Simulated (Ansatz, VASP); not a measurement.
# Se: VASP beside Ansatz

File INCAR:

```
PREC     = Accurate       # precision mode
ENCUT    = 520            # plane-wave cutoff, eV
EDIFF    = 1E-7           # SCF threshold, eV
ISMEAR   = -1             # smearing method
SIGMA    = 0.2            # smearing width, eV
LREAL    = F              # projectors in reciprocal space
LASPH    = T              # aspherical terms in the spheres
NELM     = 100            # most SCF steps
ALGO     = Normal         # electronic algorithm
ISIF     = 2              # what is computed and relaxed
LWAVE    = F              # write WAVECAR
LCHARG   = T              # write CHGCAR
GGA      = CA             # functional
LELF     = T              # ELF
LVHAR    = T            
NBANDS   = 16             # bands
```

KPOINTS

```
regular mesh
0
Gamma
  9 9 6
```

Contents of POSCAR:

```
Se
1.0
    3.9534579885      0.0000000000      0.0000000000
   -1.9767289943      3.4237950508      0.0000000000
    0.0000000000      0.0000000000      5.1205317866
Se
3
Direct
    0.2543546533      1.0000000000      0.3333333333
    1.0000000000      0.2543546533      0.6666666667
    0.7456453467      0.7456453467      1.0000000000
```

Input for Ansatz:

```yaml
crystal:
  lattice:
    - [3.9534579885, 0.0, 0.0]
    - [-1.9767289943, 3.4237950508, 0.0]
    - [0.0, 0.0, 5.1205317866]
  atoms:
    - { symbol: Se, position: [0.2543546533, 1.0, 0.3333333333] }
    - { symbol: Se, position: [1.0, 0.2543546533, 0.6666666667] }
    - { symbol: Se, position: [0.7456453467, 0.7456453467, 1.0] }
hamiltonian:
  xc: lda
  pseudopotentials:
    kind: paw
    azcp:
      Se: "pseudopotentials/Se.paw.azcp"
basis:
  ecutwfc: 420
  fft_grid_basis: typed
kpoints:
  mp_grid: { grid: [9, 9, 6], shift: [0, 0, 0] }
magnetization:
  spin_polarized: false
scf:
  occupations: { method: fermi_dirac, width: 0.2 }
  lower_state_search: "off"
output:
  stress: true
```

Alike in both runs: task single point; functional LDA; k mesh 9 × 9 × 6; occupations fermi-dirac, width 0.2 eV; no spin polarisation.

```csv
,VASP,Ansatz
version,VASP 6.6.1,Ansatz 0.2.0
potentials or method,"VASP PAW LDA potentials, release 64 (Se)","plane waves (420 eV) with PAW, scalar-relativistic"
plane-wave cutoff (eV),520,420
valence electrons in the cell,18,48
```

|  | VASP | Ansatz | Ansatz less VASP |
| --- | --- | --- | --- |
| pressure (GPa) | 0.2 | 0.0 | -0.23 |
| largest component of the traceless stress (GPa) | 0.14 | 0.04 | -0.096 |

The two sets of potentials don't hold the same shells in valence. Ansatz warned: «pseudo_functional_mismatch».
